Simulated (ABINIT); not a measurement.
# Quasiparticle gap of NaCl (Fm-3m) in ABINIT

How does a plane-wave GW calculation on NaCl (Fm-3m) run from the first input to the gap?

Method: PBE and many-body steps on it, plane waves, in ABINIT 10.8.3.

Most raw output is cut from this account.

The database entry behind the starting cell differs from later determinations by our own check (an axis about 0.4 % short against later determinations), so it need not match the best structure at ambient conditions.

## 1. The structure

The structure is cubic, space group Fm-3m (No. 225). The conventional cell has a = 5.620 Å, b = 5.620 Å, c = 5.620 Å, α = 90.00°, β = 90.00°, γ = 90.00°. Nearest to Na lie 6 Cl at 2.81 Å. Nearest to Cl lie 6 Na at 2.81 Å. Farther neighbours and most contacts between anions are not listed.

The cell and positions come from the Crystallography Open Database and are kept as given unless a step says otherwise.

## 2. Ground state

This step: ABINIT 10.8.3; DFT, PBE, plane waves, norm-conserving pseudopotentials.

The ground-state density comes first.

run.abi reads:

```
acell 3*1.0 Angstrom
rprim 
  0.000000000000 2.810000000000 2.810000000000
  2.810000000000 0.000000000000 2.810000000000
  2.810000000000 2.810000000000 0.000000000000
ntypat 2
znucl 11 17
natom 2
typat 1 2
xred 
  0.000000000000 0.000000000000 0.000000000000
  0.500000000000 0.500000000000 0.500000000000
pp_dirpath "pseudos"
pseudos "Na.upf, Cl.upf"
ecut 38
ngkpt 6 6 6
nshiftk 1
shiftk 0 0 0
kptopt 1
chksymbreak 0
nband 13
occopt 1
tolvrs 1e-10
nstep 60
prtwf 0
optforces 0
optstress 0
indata_prefix "in"
outdata_prefix "out"
tmpdata_prefix "tmp"
```

Launch:

```console
$ OMP_NUM_THREADS=1 mpirun -n 4 abinit run.abi > log
```

Wall time 9.2 s (4 MPI ranks of Arm Neoverse V1, shared host); peak memory 0.34 GiB; 36 s of CPU time.

Numbers from this step:

| Item | Value |
| --- | --- |
| total energy | -1693.8034 eV |
| gap | 5.150 eV |
| k of the valence top | 0, 0, 0 |
| k of the conduction bottom | 0, 0, 0 |
| least direct gap | 5.150 eV |

The gap is direct, at Γ.

## 3. Bands along the symmetry lines

Levels along a band path, at the cheap level, show where the edges lie and whether the meshes to come will hold them.

run.abi reads:

```
acell 3*1.0 Angstrom
rprim 
  0.000000000000 2.810000000000 2.810000000000
  2.810000000000 0.000000000000 2.810000000000
  2.810000000000 2.810000000000 0.000000000000
ntypat 2
znucl 11 17
natom 2
typat 1 2
xred 
  0.000000000000 0.000000000000 0.000000000000
  0.500000000000 0.500000000000 0.500000000000
pp_dirpath "pseudos"
pseudos "Na.upf, Cl.upf"
ecut 38
iscf -2
irdden 1
kptopt 0
nkpt 50
kpt 
  0.00000000 0.00000000 0.00000000
  0.06250000 0.00000000 0.06250000
  0.12500000 0.00000000 0.12500000
  0.18750000 0.00000000 0.18750000
  0.25000000 0.00000000 0.25000000
  0.31250000 0.00000000 0.31250000
  0.37500000 0.00000000 0.37500000
  0.43750000 0.00000000 0.43750000
  0.50000000 0.00000000 0.50000000
  0.51562500 0.03125000 0.51562500
  0.53125000 0.06250000 0.53125000
  0.54687500 0.09375000 0.54687500
  0.56250000 0.12500000 0.56250000
  0.57812500 0.15625000 0.57812500
  0.59375000 0.18750000 0.59375000
  0.60937500 0.21875000 0.60937500
  0.62500000 0.25000000 0.62500000
  0.37500000 0.37500000 0.75000000
  0.32812500 0.32812500 0.65625000
  0.28125000 0.28125000 0.56250000
  0.23437500 0.23437500 0.46875000
  0.18750000 0.18750000 0.37500000
  0.14062500 0.14062500 0.28125000
  0.09375000 0.09375000 0.18750000
  0.04687500 0.04687500 0.09375000
  0.00000000 0.00000000 0.00000000
  0.06250000 0.06250000 0.06250000
  0.12500000 0.12500000 0.12500000
  0.18750000 0.18750000 0.18750000
  0.25000000 0.25000000 0.25000000
  0.31250000 0.31250000 0.31250000
  0.37500000 0.37500000 0.37500000
  0.43750000 0.43750000 0.43750000
  0.50000000 0.50000000 0.50000000
  0.50000000 0.46875000 0.53125000
  0.50000000 0.43750000 0.56250000
  0.50000000 0.40625000 0.59375000
  0.50000000 0.37500000 0.62500000
  0.50000000 0.34375000 0.65625000
  0.50000000 0.31250000 0.68750000
  0.50000000 0.28125000 0.71875000
  0.50000000 0.25000000 0.75000000
  0.50000000 0.21875000 0.71875000
  0.50000000 0.18750000 0.68750000
  0.50000000 0.15625000 0.65625000
  0.50000000 0.12500000 0.62500000
  0.50000000 0.09375000 0.59375000
  0.50000000 0.06250000 0.56250000
  0.50000000 0.03125000 0.53125000
  0.50000000 0.00000000 0.50000000
istwfk *1
nband 15
nbdbuf 2
tolwfr 1e-08
nstep 40
prtwf 0
prtvol 0
indata_prefix "in"
outdata_prefix "out"
tmpdata_prefix "tmp"
```

Run time: 13 s. Hardware: 4 MPI ranks; peak memory 0.29 GiB.

Numbers from this step:

- gap: 5.150 eV
- k of the valence top: 0, 0, 0
- k of the conduction bottom: 0, 0, 0
- least direct gap: 5.150 eV

The gap is 5.150 eV, as in the run before at this level.

Electronic bands along the path, in eV, zero at the top of the highest filled band; v1 is the highest filled band, c1 the lowest empty one:

| point | v4 | v3 | v2 | v1 | c1 | c2 | c3 | c4 |
| --- | --- | --- | --- | --- | --- | --- | --- | --- |
| Γ | -12.68 | 0.00 | 0.00 | 0.00 | 5.15 | 11.06 | 11.06 | 11.06 |
| halfway | -12.47 | -1.08 | -0.32 | -0.32 | 7.13 | 9.10 | 10.83 | 12.41 |
| X | -12.29 | -1.69 | -0.61 | -0.61 | 7.55 | 8.05 | 11.40 | 14.88 |
| halfway | -12.28 | -1.62 | -0.77 | -0.58 | 7.79 | 8.33 | 11.15 | 13.72 |
| U | -12.28 | -1.43 | -1.13 | -0.50 | 8.24 | 9.04 | 10.59 | 12.74 |
| jump to K | -12.28 | -1.43 | -1.13 | -0.50 | 8.24 | 9.04 | 10.59 | 12.74 |
| halfway | -12.45 | -1.24 | -0.48 | -0.16 | 7.32 | 9.68 | 10.76 | 11.84 |
| Γ | -12.68 | 0.00 | 0.00 | 0.00 | 5.15 | 11.06 | 11.06 | 11.06 |
| halfway | -12.51 | -1.11 | -0.14 | -0.14 | 6.62 | 10.01 | 11.34 | 11.34 |
| L | -12.34 | -1.95 | -0.27 | -0.27 | 7.28 | 10.72 | 10.92 | 10.92 |
| halfway | -12.30 | -1.67 | -0.77 | -0.42 | 8.34 | 9.55 | 10.28 | 11.69 |
| W | -12.27 | -1.20 | -1.20 | -0.76 | 8.84 | 9.71 | 9.71 | 11.37 |
| halfway | -12.28 | -1.55 | -0.80 | -0.69 | 8.07 | 8.54 | 10.89 | 12.75 |
| X | -12.29 | -1.69 | -0.61 | -0.61 | 7.55 | 8.05 | 11.40 | 14.88 |

## 4. Empty states on the mesh, 4×4×4 mesh, 116 bands

The sums over transitions need many empty states on a uniform mesh; this step solves for them.

run.abi reads:

```
acell 3*1.0 Angstrom
rprim 
  0.000000000000 2.810000000000 2.810000000000
  2.810000000000 0.000000000000 2.810000000000
  2.810000000000 2.810000000000 0.000000000000
ntypat 2
znucl 11 17
natom 2
typat 1 2
xred 
  0.000000000000 0.000000000000 0.000000000000
  0.500000000000 0.500000000000 0.500000000000
pp_dirpath "pseudos"
pseudos "Na.upf, Cl.upf"
ecut 38
ngkpt 4 4 4
nshiftk 1
shiftk 0 0 0
kptopt 1
chksymbreak 0
irdden 1
istwfk *1
nband 116
prtvol 0
optdriver 6
gwr_task "HDIAGO"
paral_kgb 0
occopt 1
indata_prefix "in"
outdata_prefix "out"
tmpdata_prefix "tmp"
```

The job ended after 76 s (4 MPI ranks; peak memory 2.6 GiB; 5 min of CPU time).

This step gave:

```
gap                                                           : 5.150 eV
k of the valence top                                          : 0, 0, 0
k of the conduction bottom                                    : 0, 0, 0
least direct gap                                              : 5.150 eV
k points computed                                             : 8
lowest point of the top converged band, above the valence top : 91.7034 eV
```

On this mesh the gap is 5.150 eV.

## 5. Screening, 4×4×4 mesh, 108 bands, screening to 163.3 eV

The RPA dielectric matrix is built and inverted for each q.

This step: RPA screening on PBE, plane waves, norm-conserving pseudopotentials.

run.abi: that of step 4 with these lines changed.

```diff
@@ -20,10 +20,11 @@
 chksymbreak 0
-irdden 1
 istwfk *1
-nband 116
-prtvol 0
-optdriver 6
-gwr_task "HDIAGO"
-paral_kgb 0
 occopt 1
+irdwfk 1
+optdriver 3
+nband 108
+ecuteps 6
+inclvkb 2
+awtr 1
+symchi 1
 indata_prefix "in"
```

Elapsed: 24 s, on 4 MPI ranks; peak memory 0.84 GiB.

This step gave:

```
ε∞ with local fields, on this mesh, along the program's q direction : 2.383
the same without local fields                                       : 2.798
plasma frequency                                                    : 22.30 eV
plane waves in the screening matrix                                 : 181
```

Local fields lower ε∞ by 15 %. On a Γ-centred mesh this coarse the value itself is usually too large, while a short band sum pulls it down.

## 6. Self-energy, 4×4×4 mesh, 108 bands, screening to 163.3 eV

The self-energy is evaluated for the states that the input lists, and the levels follow from it, in one-shot runs by the linearised quasiparticle equation.

This step: G0W0 on PBE, plane waves, norm-conserving pseudopotentials.

run.abi: that of step 5 with these lines changed.

```diff
@@ -23,8 +23,15 @@
 irdwfk 1
-optdriver 3
+optdriver 4
 nband 108
+gwcalctyp 0
+ecutsigx 38
+symsigma 1
+nkptgw 1
+kptgw 
+  0.0000000000 0.0000000000 0.0000000000
+bdgw 
+  6 12
 ecuteps 6
-inclvkb 2
-awtr 1
-symchi 1
+irdscr 1
+ppmodel 1
 indata_prefix "in"
```

Elapsed: 5.6 s, on 4 MPI ranks; peak memory 0.59 GiB.

This step gave:

```yaml
g0w0_gap_on_the_points_computed: 8.028 eV
starting_gap_on_the_mesh: 5.150 eV
k_of_the_valence_top: 0, 0, 0
k_of_the_conduction_bottom: 0, 0, 0
z_at_the_valence_top: 0.812
z_at_the_conduction_bottom: 0.864
least_direct_g0w0_gap_on_the_computed_points: 8.028 eV
```

The gap on the mesh goes from 5.15 eV to 8.03 eV, a correction of +2.88 eV.

Limits: finite bands, cutoff and mesh; coarse k mesh. v1 is the top filled band, c1 the lowest empty one. Levels before and after the correction, in eV, zero at the valence-band top of each column:

|  | conduction bottom | valence top |
| --- | --- | --- |
| Kohn-Sham | 5.15 | 0.00 |
| G0W0 | 8.03 | 0.00 |

|  | level | energy (eV) |
| --- | --- | --- |
| Kohn-Sham | Γ v3-v1 | 0.000 |
| Kohn-Sham | Γ c1 | 5.150 |
| Kohn-Sham | Γ c2-c4 | 11.062 |
| G0W0 | Γ v3-v1 | 0.000 |
| G0W0 | Γ c1 | 8.028 |
| G0W0 | Γ c2-c4 | 14.404 |

## 7. Where the time went

Times are wall times on 4 MPI ranks of Arm Neoverse V1, shared host, good to a factor of about two.

| step | time | share | memory (GiB) |
| --- | --- | --- | --- |
| ground state | 9.2 s | 7 % | 0.34 |
| bands along the symmetry lines | 13 s | 10 % | 0.29 |
| empty states on the mesh | 76 s | 59 % | 2.6 |
| screening | 24 s | 19 % | 0.84 |
| self-energy | 5.6 s | 4 % | 0.59 |

## 8. Outcome

```yaml
pbe_gap: 5.15 eV, direct
g0w0_gap_on_the_mesh: 8.03 eV
gw_settings: 4×4×4 mesh, 108 bands, screening to 163.3 eV, Godby-Needs plasmon pole
known_limits: not at the basis limit; coarse k mesh
```

What this shows: G0W0 moves the gap on the mesh from 5.15 eV to 8.03 eV (+2.88 eV), with Z of 0.81 and 0.86 at the edges. Local fields lower the RPA ε∞ on this mesh from 2.80 to 2.38; a Γ-centred mesh this coarse tends to raise both, most where the direct gap is narrow, while a short band sum lowers them. Only 1 of the mesh's irreducible points was corrected, so a valley elsewhere could overtake. The dearest step here is «empty states on the mesh». Bands and cutoff are finite, so the gap is not at the basis limit. The miss can reach some tenths of an eV and take either sign; the mesh is an error of its own. In the G0W0 run levels were corrected at 1 k point alone, so a gap called «on the mesh» is the least over those, and an edge elsewhere would be missed. The 4×4×4 mesh is coarse for this cell, which bears on the long-range parts of exchange and screening.

[Paths, hosts, dates, memory and timing lines, banners, echoed tables and standing remarks are left out of the program output.]

[Logs are printed without paths, hosts, clocks, repeated set-up lines and the standing remarks that a program may print on its own settings, such as how far it seeks lower states.]

[Runs of the session that timed out or met a known fault of the program may be left out.]

[Hosts, paths, dates, database ids (printed as entryN), source tags and the programs' standing remarks are cut or masked in the printed files.]

[G0W0 gaps are taken among the corrected bands and points alone; a level outside them can change the order at an edge.]

[Where Ansatz stands beside ABINIT at settings called matched, ABINIT's density can come from a denser mesh and the files from another edition; pairs whose starting gaps differed by over 0.03 eV were left out, so agreement reads better than it is.]
